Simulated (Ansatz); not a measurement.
**Structure types of MgO compared at 62 GPa**

Structure types of MgO are relaxed in primitive cells with their symmetry kept at 62 GPa, on PAW files; LAPW relaxes the small cells further and takes the PAW cell for the others (marked *). The enthalpy is E + pV at zero temperature, without zero-point motion. Only the types listed were tried, and differences under about 5 meV/atom are mesh noise. The real phase may be another.

Level of theory: DFT with PBE, scalar-relativistic, in Ansatz 0.2.0; Fermi–Dirac smearing of 0.08 eV, no spin polarisation. LAPW: all electrons, basis error target 0.5 meV/atom; PAW: frozen-core files, cutoff 420 eV.

k meshes: rocksalt 17×17×17, CsCl 15×15×15, zincblende 16×16×16, wurtzite 12×12×7, NiAs 11×11×6.

Problem. Which type is lowest in enthalpy, and by how much?

Solution. rocksalt, 186 meV/atom below NiAs. The whole table:

| start type | ends as | a, b, c (Å) | V (Å³/atom) | H − H(lowest), LAPW (meV/atom) | same, PAW |
| --- | --- | --- | --- | --- | --- |
| rocksalt | rocksalt, Fm-3m | 3.915, 3.915, 3.915 | 7.50 | 0.0 | 0.0 |
| CsCl | CsCl, Pm-3m | 2.438, 2.438, 2.438 | 7.24 | 654.0 | 654.9 |
| zincblende | zincblende, F-43m | 4.175, 4.175, 4.175 | 9.10 | 866.6 | 866.3 |
| wurtzite* | flat h-MgO, P6_3/mmc | 3.198, 3.198, 3.875 | 8.58 | 547.4 | 546.9 |
| NiAs* | NiAs, P6_3/mmc | 2.709, 2.709, 4.765 | 7.57 | 186.3 | 186.5 |

Problem. Split the lead of rocksalt over NiAs into energy and pV.

Solution. For NiAs less rocksalt: ΔE = +158.8 meV/atom, and p·ΔV = 62 GPa × +0.0709 Å³ × 6.242 meV/(GPa·Å³) = +27.5 meV/atom, together 186.3 meV/atom. rocksalt wins on both counts.
